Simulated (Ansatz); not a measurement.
Working through a series of slab calculations of NbC, space group Fm-3m

Computed with Ansatz's Python interface.

Typed at the interpreter:
```pycon
>>> import ansatz
>>> from ase import Atoms
>>> from ase.build import surface
>>> import numpy as np
>>> import pandas as pd
>>> atoms = Atoms(
...     ['Nb', 'C'],
...     scaled_positions=[
...         (0.0, 0.0, 0.0),
...         (0.5, 0.5, 0.5),
...     ],
...     cell=[
...         (0.0, 2.23455, 2.23455),
...         (2.23455, 0.0, 2.23455),
...         (2.23455, 2.23455, 0.0),
...     ],
...     pbc=True,
... )
>>> # the plane is named in the basis of this cell
>>> rows = []
>>> for value in [3.0, 4.0, 5.0, 6.5, 8.0]:
...     slab = surface(atoms, (0, 1, 0), 2, vacuum=value)
...     slab.pbc = True
...     calculation = (
...         ansatz.Crystal.from_ase(slab).calculation()
...         .functional(ansatz.Functional.R2SCAN)
...         .occupations('Fermi-Dirac', width=0.1)
...         .kpoints(6, 6, 1)
...         .electric_field(axis=3, dipole_correction=True)
...     )
...     r = calculation.run().report
...     face = r['work_function']
...     rows.append((value, len(slab), r['free_energy_ev'], face['dipole_moment_e_ang'], face.get('phi_plus_ev'), face.get('phi_minus_ev')))
...
DeckWarning: basis.ecutwfc = 500 eV, auto-derived from the records' recommended cutoffs: set by Nb (their level for a meta-GGA)
RunWarning: efield: at this solve's end the planar-averaged density reaches 3.65e-2 e/Å³ inside the ramp window [0.8487, 0.1513] (bound 1e-5 e/Å³); the window's nearer edge stands 1.51 Å from this solve's nearest atom along the axis. Its work functions, free [...]
>>> print(pd.DataFrame(rows, columns=['vacuum each side (A)', 'atoms', 'F (eV)', 'dipole (e A)', 'phi upper (eV)', 'phi lower (eV)']).round(4).to_string(index=False))
 vacuum each side (A)  atoms     F (eV)  dipole (e A)  phi upper (eV)  phi lower (eV)
                  3.0      4 -9627.7406       -0.1293          6.6808          3.6054
                  4.0      4 -9627.7508       -0.1014          6.6167          4.4377
                  5.0      4 -9627.7519       -0.0966          6.5904          4.5615
                  6.5      4 -9627.7520       -0.0961          6.5883          4.5773
                  8.0      4 -9627.7520       -0.0961          6.5883          4.5781
```

Absolute energies stand on the zero of these potentials, so only differences at equal settings mean something. A total without «per atom» is that of the cell as typed. The density doesn't vanish in the vacuum (a short gap or a low cutoff), which blurs the vacuum level. For a metal this k-point mesh is coarse: on a finer one energies can move by several to tens of meV an atom and pressures by half a GPa or more, differences at one mesh by less. The starting cell is as deposited in a crystallographic database; the results hold for this polymorph, which needn't be the stable one. Warnings are shown shortened and without file and line. The slabs are thin, unrelaxed cuts of the structure as given, on a modest mesh, so the surface energy isn't converged; Miller indices refer to the cell as typed, and unlike faces give only a mean. Finished in 26 s on 1 thread of Arm Neoverse V2 (shared host), peak memory 0.73 GiB.

(Lines on the test bed's own set-up are left out of the output.)
